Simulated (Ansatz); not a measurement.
Crystal: C.

```
CELL_PARAMETERS angstrom
2.52210 0.00000 0.00000
-1.26105 2.18420 0.00000
0.00000 0.00000 8.23710
ATOMIC_POSITIONS crystal
C 0.66667 0.33333 0.84375
C 0.33333 0.66667 0.34375
C 0.66667 0.33333 0.65625
C 0.33333 0.66667 0.15625
C 0.00000 0.00000 0.90625
C 0.00000 0.00000 0.40625
C 0.00000 0.00000 0.59375
C 0.00000 0.00000 0.09375
```

This is a hexagonal form of diamond, not graphite.

```yaml
Program: Ansatz 0.2.0
Task: relaxation of cell and atoms
Functional: PBEsol
Dispersion: D4
Potentials_or_basis: Ansatz PAW
Cutoff: "420 eV (not typed: the program's choice for these potentials)"
k_mesh: 12 × 12 × 4
Occupations: fermi-dirac, width 0.05 eV
Spin: no spin polarisation
```

At the start: volume 5.67 Å³/atom.

Task: Where does the relaxation end?

Result: It ends after 8 steps and the volume is 5.58 Å³/atom (-1.7 %); space group P6_3/mmc (No. 194, to 0.05 Å).

The path:
| step | energy change (eV) | largest force (eV/Å) | volume (Å³) |
| --- | --- | --- | --- |
| 1 | 0.0000 | 0.3306 | 45.38 |
| 2 | -0.0322 | 0.3584 | 44.91 |
| 3 | -0.0405 | 0.1428 | 44.69 |
| 4 | -0.0417 | 0.0070 | 44.64 |
| 5 | -0.0417 | 0.0002 | 44.64 |
| 6 | -0.0372 | 0.0011 | 44.64 |
| 7 | -0.0373 | 0.0003 | 44.62 |
| 8 | -0.0372 | 0.0003 | 44.62 |

Final structure:
```cif
data_structure
_symmetry_space_group_name_H-M 'P 1'
_symmetry_Int_Tables_number 1
_cell_length_a 2.4997
_cell_length_b 2.4997
_cell_length_c 8.2460
_cell_angle_alpha 90.000
_cell_angle_beta 90.000
_cell_angle_gamma 120.000
_cell_volume 44.62
loop_
_atom_site_label
_atom_site_type_symbol
_atom_site_fract_x
_atom_site_fract_y
_atom_site_fract_z
_atom_site_occupancy
C1 C 0.66667 0.33333 0.84445 1
C2 C 0.33333 0.66667 0.34445 1
C3 C 0.66667 0.33333 0.65555 1
C4 C 0.33333 0.66667 0.15555 1
C5 C 0.00000 0.00000 0.90705 1
C6 C 0.00000 0.00000 0.40705 1
C7 C 0.00000 0.00000 0.59295 1
C8 C 0.00000 0.00000 0.09295 1
```

Caveat: the plane-wave basis is chosen anew once the cell has moved, so the energies of steps on either side of that aren't comparable; the pressure holds a Pulay correction of +1.0 GPa for the finite cutoff; the PAW data sets come from PBE, with cores solved anew for the run's functional, which leaves a small shift of forces and pressure.
